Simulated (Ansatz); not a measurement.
Input and command of a calculation in Ansatz (plane waves; scalar-relativistic PAW potentials unless the input names others):

```yaml
crystal:
  lattice:
    - [1.4327106715, -2.5703810382, 0.0]
    - [1.4327106715, 2.5703810382, 0.0]
    - [0.0, 0.0, 4.8921328935]
  atoms:
    - { symbol: Au, position: [0.6639514441, 0.3360485559, 0.25], spin: 0.2 }
    - { symbol: Au, position: [0.3360485559, 0.6639514441, 0.75], spin: 0.2 }
basis:
  ecutwfc: 420
kpoints:
  mp_grid: { grid: [16, 16, 10] }
hamiltonian:
  xc: pbesol
scf:
  occupations: { method: gaussian, width: 0.1 }
output:
  forces: true
  eigenvalues: true
  stress: true
magnetization:
  spin_polarized: true
```

```bash
ansatz run input.yaml --threads 1 --pin off --max-ram 2560MiB --backend cpu --events-out ev --progress --plain --runs-dir out
```

Abridged log:
```
Basis set: ecut = 420 eV, 701 PW (Γ), exchange–correlation on 40×40×72 points (8 copies of the dense FFT grid, shifted against one another)
Bands: 24, of which v1, the nominal top of the filled ones, is band 19 counted from 1 (18 counted from 0)
Symmetry: 8 space group operations
k-points: 438 of 2560
SCF iter   1: F=—  HF=-26014.762525 eV  |F-HF|=—  |Δ(HF+E_count)|=         —  Δρ=4.52e-2 (↑4.52e-2 ↓2.83e-2) dr2=2.15e0  dr2_m=3.91e-2  M=0.034 μB ∫|m|=0.039 μB  β_m=0.30  ethr=3.10e-3  ⟨swp⟩=4.4  Hψ=77891  notcnv=0
spin=Collinear: Kerker preconditioning applied to the charge; magnetization (m = ρ↑ − ρ↓) channel mixes plain (no charge-response kernel on spin).
SCF iter   2: F=—  HF=-26014.395920 eV  |F-HF|=—  |Δ(HF+E_count)|=   3.67e-1  Δρ=3.00e-2 (↑3.00e-2 ↓1.84e-2) dr2=9.19e-1  dr2_m=2.11e-2  M=0.021 μB ∫|m|=0.026 μB  β_m=0.30  ethr=3.10e-3  ⟨swp⟩=2.0  Hψ=31590  notcnv=0  defer=613
SCF iter   3: F=—  HF=-26014.119968 eV  |F-HF|=—  |Δ(HF+E_count)|=   2.76e-1  Δρ=1.03e-2 (↑7.45e-3 ↓1.03e-2) dr2=2.94e-2  dr2_m=1.13e-2  M=0.013 μB ∫|m|=0.017 μB  β_m=0.30  ethr=2.42e-3  ⟨swp⟩=2.1  Hψ=33319  notcnv=0  defer=658
SCF iter   4: F=—  HF=-26014.125072 eV  |F-HF|=—  |Δ(HF+E_count)|=   5.10e-3  Δρ=5.68e-3 (↑4.76e-3 ↓5.68e-3) dr2=7.09e-3  dr2_m=5.92e-3  M=0.009 μB ∫|m|=0.013 μB  β_m=0.30  ethr=7.74e-5  ⟨swp⟩=3.0  Hψ=35580  notcnv=0  defer=656
SCF iter   5: F=—  HF=-26014.127823 eV  |F-HF|=—  |Δ(HF+E_count)|=   2.75e-3  Δρ=3.19e-3 (↑3.16e-3 ↓3.19e-3) dr2=4.00e-4  dr2_m=3.10e-3  M=0.007 μB ∫|m|=0.010 μB  β_m=0.30  ethr=1.86e-5  ⟨swp⟩=2.0  Hψ=27354  notcnv=0  defer=656
SCF iter   6: F=—  HF=-26014.127996 eV  |F-HF|=—  |Δ(HF+E_count)|=   1.72e-4  Δρ=2.24e-3 (↑2.24e-3 ↓2.21e-3) dr2=3.62e-5  dr2_m=1.62e-3  M=0.005 μB ∫|m|=0.007 μB  β_m=0.30  ethr=1.05e-6  ⟨swp⟩=2.4  Hψ=33087  notcnv=0  defer=656
SCF iter   7: F=—  HF=-26014.128240 eV  |F-HF|=—  |Δ(HF+E_count)|=   2.44e-4  Δρ=1.64e-3 (↑1.64e-3 ↓1.58e-3) dr2=1.21e-5  dr2_m=8.51e-4  M=0.003 μB ∫|m|=0.006 μB  β_m=0.30  ethr=9.54e-8  ⟨swp⟩=2.0  Hψ=28700  notcnv=0  defer=656
Mixer restart at iter 7: flushing history
spin-set hold released at iteration 7 (site moments contracting): the magnetisation degrees of freedom join the quasi-Newton model from the next iteration; the mixer history was flushed
SCF iter   8: F=—  HF=-26014.128341 eV  |F-HF|=—  |Δ(HF+E_count)|=   1.01e-4  Δρ=1.21e-3 (↑1.21e-3 ↓1.13e-3) dr2=9.36e-6  dr2_m=4.47e-4  M=0.002 μB ∫|m|=0.004 μB  β_m=0.65  ethr=3.19e-8  ⟨swp⟩=1.6  Hψ=24375  notcnv=0  defer=656
SCF iter   9: F=—  HF=-26014.128454 eV  |F-HF|=—  |Δ(HF+E_count)|=   1.13e-4  Δρ=2.60e-5 (↑2.32e-5 ↓2.60e-5) dr2=5.35e-7  dr2_m=8.64e-8  M= 0.000 μB ∫|m|=0.000 μB  β_m=0.69  ethr=2.46e-8  ⟨swp⟩=2.0  Hψ=33515  notcnv=0  defer=656
SCF iter  10: F=—  HF=-26014.128455 eV  |F-HF|=—  |Δ(HF+E_count)|=   7.74e-7  Δρ=1.45e-5 (↑1.17e-5 ↓1.45e-5) dr2=2.05e-7  dr2_m=1.42e-8  M= 0.000 μB ∫|m|=0.000 μB  β_m=0.84  ethr=2.63e-10  ⟨swp⟩=6.6  Hψ=75936  notcnv=0
SCF iter  11: F=—  HF=-26014.128455 eV  |F-HF|=—  |Δ(HF+E_count)|=   3.24e-8  Δρ=3.14e-6 (↑2.39e-6 ↓3.14e-6) dr2=1.10e-8  dr2_m=3.70e-10  M=0.000 μB ∫|m|=0.000 μB  β_m=0.85  ethr=2.63e-10  ⟨swp⟩=4.1  Hψ=66439  notcnv=0
SCF iter  12: F=—  HF=-26014.128455 eV  |F-HF|=—  |Δ(HF+E_count)|=  4.26e-10  Δρ=1.27e-6 (↑9.13e-7 ↓1.27e-6) dr2=1.60e-9  dr2_m=1.33e-10  M=0.000 μB ∫|m|=0.000 μB  β_m=0.93  ethr=2.91e-11  ⟨swp⟩=3.0  Hψ=54236  notcnv=0
SCF iter  13: F=-26014.128455 eV  HF=-26014.128455 eV  |F-HF|=1.09e-11  |Δ(HF+E_count)|=  3.64e-11  Δρ=2.25e-7 (↑1.13e-7 ↓2.25e-7) dr2=2.32e-11  dr2_m=5.85e-12  M=0.000 μB ∫|m|=0.000 μB  ethr=4.20e-12  ⟨swp⟩=2.1  Hψ=41339  notcnv=0
SCF 1 converged in 13 iterations: F = -26014.128455 eV  dr2 = 2.32e-11
the search or the solves at the SCF's close seem to have found levels that the self-consistency loop had missed (the run counts 2). By its estimate they hold under 1e-12 electrons; where the run keeps them, the occupations were computed again with them
WARN: the starting moments were not kept: the SCF closed with an absolute magnetisation of 2.6e-6 μB, where they sum to 0.4 μB in size (2 sites). That is at most 0.1 of that sum. Measured as dr2_m measures the in/out step, that magnetisation stands 7.0e-13 eV from none, at or under the dr2_threshold of 1.0e-7 eV: it is no larger than a step whose dr2_m would equal this threshold. The system may hold no moment; this SCF shows only that its start led to no more than that. To try another start: raise the starting moments (crystal.atoms[].spin, magnetization.per_species, magnetization.initial_magn ...
SCF converged after 13 iterations
Magnetization: 0.0000 μB (19.0000 up, 19.0000 down)
Absolute magnetization: 0.0000 μB (∫|ρ↑−ρ↓|, with the PAW one-centre terms)
Spin contamination: 0.0000 ħ² per cell (⟨S²⟩ above its minimum at these occupations)
Per-site moments (μB) at R_I (Å): [(-2.68759669e-7, 1.18198630), (-2.68759669e-7, 1.18198630)]
Free energy (F): -26014.128455 eV
Harris-Foulkes:  -26014.128455 eV  (|F-HF|=1.09e-11)
Internal energy: -26014.125537 eV  (E = F + TS)
E sigma→0 (E₀):  -26014.126996 eV
Entropy (-TS):   -0.002917 eV (-1.459 meV/atom)
Fermi energy:    18.915421 eV
--- Forces (eV/Å), atoms counted from 1 ---
  atom   1  Au     0.00000000    -0.00143839     0.00000000
  atom   2  Au     0.00000000     0.00143839     0.00000000
--- Stress (GPa, compression-positive) ---
       -8.355690       0.000000       0.000000
        0.000000      -8.127192       0.000000
        0.000000       0.000000      -7.900313
  P = ⅓ Tr σ = -8.1277 GPa (-81.277 kbar)
```

Apart from outputs and empty bands, the input differs from a reference run on usual settings in magnetization: not typed → {"spin_polarized": true} (small starting moments). The reference, at the same geometry (not necessarily relaxed), gave pressure -8.13 GPa, largest force 0.001 eV/Å, no gap on the mesh. This run converged in 13 SCF iterations (reference: 6) with an energy at zero smearing within 0.01 meV/atom of the reference's, pressure -8.13 GPa, largest force 0.001 eV/Å, no gap on the mesh.

Time: 71 s on 1 thread of Intel(R) Xeon(R) Processor @ 2.70GHz, on a shared host, peak memory 0.75 GiB.